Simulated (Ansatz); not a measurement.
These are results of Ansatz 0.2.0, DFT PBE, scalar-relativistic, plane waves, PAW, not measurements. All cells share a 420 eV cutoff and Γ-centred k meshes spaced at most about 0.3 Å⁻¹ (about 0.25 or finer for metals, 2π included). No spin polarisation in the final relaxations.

These are static total energies at zero pressure. All come from trial cells, and lower structures may exist.

Problem. Order these relaxed structures of Ge by energy, lowest first, with the energy over the lowest of them.
A.

Space group P4/mbm (No. 127). a = 6.821 Å, b = 6.821 Å, c = 2.707 Å, α = 90.00°, β = 90.00°, γ = 90.00°
```tsv
atom	site	symmetry	x	y	z
Ge	2a	4/m..	0.5000	0.5000	0.0000
Ge	4g	m.2m	0.8661	0.6339	0.0000
```

B.

Space group P6/mmm (No. 191). a = 7.732 Å, b = 7.732 Å, c = 3.611 Å, α = 90.00°, β = 90.00°, γ = 120.00°
```tsv
atom	site	symmetry	x	y	z
Ge	6m	mm2	0.8097	0.1903	0.5000
Ge	2c	-6m2	0.3333	0.6667	0.0000
```

Solution. A (0 meV/atom), B (43 meV/atom). Forms: A P4/mbm; B P6/mmm. Counting all near atoms (those within 1.25 times the shortest such distance or 1.15 times the sum of covalent radii; a slash parts the counts of unlike sites): A has Ge 5/6; B has Ge 4/6.

Cells relaxed within their symmetry can be saddle points. The part of the Crystallography Open Database at hand lists Ge in space groups No. 64, 96, 227; no cell shown has one of them. Some types were kept out of the candidates beforehand, so the set may lack a known form.
